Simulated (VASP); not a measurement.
# Li (Fm-3m) in VASP: notebook

Runs on Li. Level: PBE. Tasks: single point.

All numbers are computed with VASP 6.6.1; they aren't measurements. Logs are shortened: lines on timing, memory, paths and dates and some standing lists are left out, and cuts for length are marked.

### 1 Starting point

Symmetry: Fm-3m, No. 225, cubic system. Conventional cell: a = 4.404 Å, b = 4.404 Å, c = 4.404 Å, α = 90.00°, β = 90.00°, γ = 90.00°. Li (site symmetry m-3m) is surrounded by 12 Li at 3.11 Å.

This isn't the form of Li at room conditions, which is bcc.

### 2 Single point, PBE

Input file INCAR:

```
SYSTEM = Li
PREC     = Accurate       ! precision mode
ENCUT    = 520            ! plane-wave cutoff, eV
EDIFF    = 1E-6           ! SCF threshold, eV
ISMEAR   = -1             ! smearing method
SIGMA    = 0.01           ! smearing width, eV
LREAL    = .FALSE.        ! projectors in reciprocal space
LASPH    = .TRUE.         ! aspherical terms in the spheres
NELM     = 80             ! most SCF steps
ALGO     = Normal         ! electronic algorithm
ISIF     = 2              ! what is computed and relaxed
LWAVE    = .FALSE.        ! write WAVECAR
LCHARG   = .TRUE.         ! write CHGCAR
GGA      = PE             ! functional
LELF     = .TRUE.         ! ELF
LVHAR    = .TRUE.       
NBANDS   = 8              ! bands
```

Input file KPOINTS:

```
regular mesh
0
G
  13 13 13
  0 0 0
```

Input file POSCAR:

```
Li
1.0
    0.0000000000      2.2020000000      2.2020000000
    2.2020000000      0.0000000000      2.2020000000
    2.2020000000      2.2020000000      0.0000000000
Li
1
Direct
    0.0000000000      0.0000000000      0.0000000000
```

Potentials or basis: VASP PAW PBE potentials, release 64 (Li_sv).

Launch:

```
> cat potpaw_PBE.64/Li_sv/POTCAR > POTCAR
> mpirun -np 1 vasp_std > vasp.out
```

OUTCAR:

```text
SYSTEM = Li
   PREC = Accurate
   ENCUT = 520
   EDIFF = 1E-6
   ISMEAR = -1
   LREAL = .FALSE.
   LASPH = .TRUE.
   NELM = 80
   ISIF = 2
   GGA = PE

 ion  position               nearest neighbor table
   1  0.000  0.000  0.000-

  LATTYP: Found a face centered cubic cell.
 ALAT       =     4.4040000000

  Lattice vectors:

 A1 = (   0.0000000000,   2.2020000000,   2.2020000000)
 A2 = (   2.2020000000,   0.0000000000,   2.2020000000)
 A3 = (   2.2020000000,   2.2020000000,   0.0000000000)

Analysis of symmetry for initial positions (statically):
=====================================================================
 Subroutine PRICEL returns:
 Original cell was already a primitive cell.

 Routine SETGRP: Setting up the symmetry group for a
 face centered cubic supercell.

 Subroutine GETGRP returns: Found 48 space group operations
 (whereof 48 operations were pure point group operations)
 out of a pool of 48 trial point group operations.

The static configuration has the point symmetry O_h .

Analysis of symmetry for dynamics (positions and initial velocities):
=====================================================================
 Subroutine PRICEL returns:
 Original cell was already a primitive cell.

 Routine SETGRP: Setting up the symmetry group for a
 face centered cubic supercell.

 Subroutine GETGRP returns: Found 48 space group operations
 (whereof 48 operations were pure point group operations)
 out of a pool of 48 trial point group operations.

The dynamic configuration has the point symmetry O_h .

 Subroutine INISYM returns: Found 48 space group operations
 (whereof 48 operations are pure point group operations),
 and found     1 'primitive' translations

----------------------------------------------------------------------------------------

                                     Primitive cell

  volume of cell :      21.3541

  direct lattice vectors                    reciprocal lattice vectors
     0.000000000  2.202000000  2.202000000    -0.227066303  0.227066303  0.227066303
     2.202000000  0.000000000  2.202000000     0.227066303 -0.227066303  0.227066303
     2.202000000  2.202000000  0.000000000     0.227066303  0.227066303 -0.227066303

  length of vectors
     3.114098264  3.114098264  3.114098264     0.393290374  0.393290374  0.393290374

  position of ions in fractional coordinates (direct lattice)
     0.000000000  0.000000000  0.000000000

  ion indices of the primitive-cell ions
   primitive index   ion index
                 1           1
[... 69 lines left out ...]
   LASPH  =      T    aspherical Exc in radial PAW
   ENCUT  =  520.0 eV  38.22 Ry    6.18 a.u.   5.79  5.79  5.79*2*pi/ulx,y,z
   NELM   =     80;   NELMIN=  2; NELMDL= -5     # of ELM steps
   EDIFF  = 0.1E-05   stopping-criterion for ELM
   LREAL  =      F    real-space projection
   EDIFFG = 0.1E-04   stopping-criterion for IOM
   NSW    =      0    number of steps for IOM
   IBRION =     -1    ionic relax: 0-MD 1-quasi-New 2-CG
   NFREE  =      0    steps in history (QN), initial steepest desc. (CG)
   ISIF   =      2    stress and relaxation
   ISYM   =      2    0-nonsym 1-usesym 2-fastsym
   POTIM  = 0.5000    time-step for ionic-motion
   TEBEG  =    0.0;   TEEND  =   0.0 temperature during run
   PSTRESS=    0.0 pullay stress
   NELECT =       3.0000    total number of electrons
   NUPDOWN=      -1.0000    fix difference up-down
   EMIN   =  10.00;   EMAX   =-10.00  energy-range for DOS
   EFERMI =   0.00;   METHOD = LEGACY
   ISMEAR =    -1;   SIGMA  =   0.01  broadening in eV -4-tet -1-fermi 0-gaus
   EFERMI_NEDOS =   21; number of points for ismear=-14 and -15
   IALGO  =     38    algorithm
   IMIX   =      4    mixing-type and parameters
     AMIX     =   0.40;   BMIX     =  1.00
     AMIX_MAG =   1.60;   BMIX_MAG =  1.00
  volume/ion in A,a.u.               =      21.35       144.10
  Fermi-wavevector in a.u.,A,eV,Ry     =   0.851049  1.608250  9.854489  0.724285
  Thomas-Fermi vector in A             =   1.967122
   LORBIT       =      0    0 simple, 1 ext, 2 COOP (PROOUT), +10 PAW based schemes
   GGA     = PE    functional components
   LHFCALC =     F    Hartree Fock is set to
   AEXX    =    0.0000 exact exchange contribution
   IVDW    =     0    specifies the selected vdW correction
   LEPSILON=     F    determine dielectric tensor
   LRPA    =     F    only Hartree local field effects (RPA)
 non-spin polarized calculation
  energy-cutoff  :      520.00
  volume of cell :       21.35
 maximum number of plane-waves:       589
   NGX = 11   NGY = 11   NGZ = 11

 number of electron       3.0000005 magnetization

 Free energy of the ion-electron system (eV)
  ---------------------------------------------------
  ext. energy  EPLUGINS =         0.00000000
  ---------------------------------------------------
  free energy    TOTEN  =        -1.90030323 eV

  energy without entropy =       -1.89989168  energy(sigma->0) =       -1.90009745

 E-fermi :   0.5321     XC(G=0):  -6.9186

 val. band max:        0.4713141463   @ k =  -0.2308   0.3077   0.0769
 cond. band min:       0.5337682481   @ k =  -0.3846   0.1538   0.0000
 fundamental gap:      0.0624541018
 Fermi energy:         0.5321285647

 k-point     1 :       0.0000    0.0000    0.0000
  band No.  band energies     occupation
      1     -46.1328      2.00000
      2      -3.0090      2.00000
      3      14.3124      0.00000
      4      14.3124      0.00000
      5      14.3124      0.00000
      6      18.1189      0.00000
      7      18.1189      0.00000
      8      18.1189      0.00000
[... 243 lines left out ...]
 k-point    24 :       0.4615    0.1538    0.0000
  band No.  band energies     occupation
      1     -46.1180      2.00000
      2       0.2272      2.00000
      3       4.4722      0.00000
      4      10.9691      0.00000
      5      11.0171      0.00000
      6      14.2803      0.00000
      7      19.4954      0.00000
      8      19.7254      0.00000

 [... further k-points ...]
[... 5 lines left out ...]
  --------------------------------------------------------------------------------------
  -------------------------------------------------------------------------------------
  Total       -0.0951460     -0.0951460     -0.0951460      0.0000000      0.0000000      0.0000000
  in kB       -7.1387014     -7.1387014     -7.1387014      0.0000000      0.0000000      0.0000000
  external PRESSURE =      -7.1387014 kB  Pullay stress =       0.0000000 kB

 VOLUME and BASIS-vectors are now :
 -----------------------------------------------------------------------------
  energy-cutoff  :      520.00
  volume of cell :       21.35
      direct lattice vectors                 reciprocal lattice vectors
     0.000000000  2.202000000  2.202000000    -0.227066303  0.227066303  0.227066303
     2.202000000  0.000000000  2.202000000     0.227066303 -0.227066303  0.227066303
     2.202000000  2.202000000  0.000000000     0.227066303  0.227066303 -0.227066303

 POSITION                                       TOTAL-FORCE (eV/Angst)
 -----------------------------------------------------------------------------------
      0.00000      0.00000      0.00000        -0.000000      0.000000      0.000000
 -----------------------------------------------------------------------------------
    total drift:                               -0.000000      0.000000     -0.000000

  FREE ENERGIE OF THE ION-ELECTRON SYSTEM (eV)
  ---------------------------------------------------
  free  energy   TOTEN  =        -1.9003032289 eV

  energy  without entropy=       -1.8998916758  energy(sigma->0) =       -1.90009745
```

OSZICAR:

```text
N       E                     dE             d eps       ncg     rms          rms(c)
DAV:   1    -0.328013662968E-01   -0.32801E-01   -0.68962E+02  1376   0.252E+02
DAV:   2    -0.188084882242E+01   -0.18480E+01   -0.18445E+01  1968   0.354E+01
DAV:   3    -0.190183531432E+01   -0.20986E-01   -0.20986E-01  1528   0.306E+00
DAV:   4    -0.190205495819E+01   -0.21964E-03   -0.21964E-03  2120   0.272E-01
DAV:   5    -0.190205568548E+01   -0.72729E-06   -0.72726E-06  1600   0.107E-02    0.243E-01
DAV:   6    -0.190087846281E+01    0.11772E-02   -0.27931E-04  2224   0.677E-02    0.138E-01
DAV:   7    -0.190030375017E+01    0.57471E-03   -0.65900E-04  2112   0.103E-01    0.275E-02
DAV:   8    -0.190030322888E+01    0.52129E-06   -0.88395E-06  1568   0.192E-02
   1 F= -.19003032E+01 E0= -.19000975E+01  d E =-.411553E-03
```

Wall time 7.1 s (1 thread of Intel Xeon Platinum 8488C (Sapphire Rapids), shared host); peak memory 0.12 GiB.

What came out:

```yaml
Free_energy: -1.9003 eV
Band_gap_on_the_k_mesh: none (metal or under the smearing width)
```

Caveat: the cutoff is under 1.25 times the usual one of these potentials, so pressure, stress and relaxed cells hold a basis-set (Pulay) error.

### 3 Single point, PBE

Input file INCAR:

```
PREC     = Accurate       # precision mode
ENCUT    = 520            # plane-wave cutoff, eV
EDIFF    = 1E-6           # SCF threshold, eV
ISMEAR   = -1             # smearing method
SIGMA    = 0.15           # smearing width, eV
LREAL    = False          # projectors in reciprocal space
LASPH    = True           # aspherical terms in the spheres
NELM     = 60             # most SCF steps
ALGO     = Normal         # electronic algorithm
ISIF     = 2              # what is computed and relaxed
LWAVE    = False          # write WAVECAR
LCHARG   = False          # write CHGCAR
GGA      = PE             # functional
NBANDS   = 8              # bands
```

Input file KPOINTS:

```
Automatic mesh
0
Gamma
  13 13 13
```

POSCAR is that of step 2.

Potentials or basis: VASP PAW PBE potentials, release 64 (Li_sv).

Launch:

```
> cat potpaw_PBE.64/Li_sv/POTCAR > POTCAR
> mpirun -np 1 vasp_std > vasp.out
```

OUTCAR:

```text
PREC = Accurate
   ENCUT = 520
   EDIFF = 1E-6
   ISMEAR = -1
   LREAL = False
   LASPH = True
   NELM = 60
   ISIF = 2
   GGA = PE

 ion  position               nearest neighbor table
   1  0.000  0.000  0.000-

  LATTYP: Found a face centered cubic cell.
 ALAT       =     4.4040000000

  Lattice vectors:

 A1 = (   0.0000000000,   2.2020000000,   2.2020000000)
 A2 = (   2.2020000000,   0.0000000000,   2.2020000000)
[... 190 lines left out ...]
      8      18.1195      0.00000
[... 243 lines left out ...]
 k-point    24 :       0.4615    0.1538    0.0000
  band No.  band energies     occupation
      1     -46.1197      2.00000
      2       0.2275      1.68793
      3       4.4727      0.00000
      4      10.9696      0.00000
      5      11.0175      0.00000
      6      14.2805      0.00000
      7      19.4958      0.00000
      8      19.7260      0.00000

 [... further k-points ...]
[... 5 lines left out ...]
  --------------------------------------------------------------------------------------
  -------------------------------------------------------------------------------------
  Total       -0.0930588     -0.0930588     -0.0930588      0.0000000     -0.0000000     -0.0000000
  in kB       -6.9820999     -6.9820999     -6.9820999      0.0000000     -0.0000000     -0.0000000
  external PRESSURE =      -6.9820999 kB  Pullay stress =       0.0000000 kB

 VOLUME and BASIS-vectors are now :
 -----------------------------------------------------------------------------
  energy-cutoff  :      520.00
  volume of cell :       21.35
      direct lattice vectors                 reciprocal lattice vectors
     0.000000000  2.202000000  2.202000000    -0.227066303  0.227066303  0.227066303
     2.202000000  0.000000000  2.202000000     0.227066303 -0.227066303  0.227066303
     2.202000000  2.202000000  0.000000000     0.227066303  0.227066303 -0.227066303

 POSITION                                       TOTAL-FORCE (eV/Angst)
 -----------------------------------------------------------------------------------
      0.00000      0.00000      0.00000         0.000000      0.000000      0.000000
 -----------------------------------------------------------------------------------
    total drift:                               -0.000000      0.000000     -0.000000

  FREE ENERGIE OF THE ION-ELECTRON SYSTEM (eV)
  ---------------------------------------------------
  free  energy   TOTEN  =        -1.9215596435 eV

  energy  without entropy=       -1.8840106999  energy(sigma->0) =       -1.90278517
```

stdout:

```text
POSCAR found type information on POSCAR Li
 POSCAR found :  1 types and       1 ions
 scaLAPACK will be used
 LDA part: xc-table for (Slater+PW92), standard interpolation
 POSCAR, INCAR and KPOINTS ok, starting setup
 FFT: planning ... GRIDC
 FFT: planning ... GRID_SOFT
 FFT: planning ... GRID
 WAVECAR not read
 entering main loop
```

Wall time 6.7 s (1 thread of Intel Xeon Platinum 8488C (Sapphire Rapids), shared host); peak memory 0.12 GiB.

Results:

```yaml
Free_energy: -1.9216 eV
Band_gap_on_the_k_mesh: none (metal or under the smearing width)
```

Caveat: the cutoff is under 1.25 times the usual one of these potentials, so pressure, stress and relaxed cells hold a basis-set (Pulay) error.
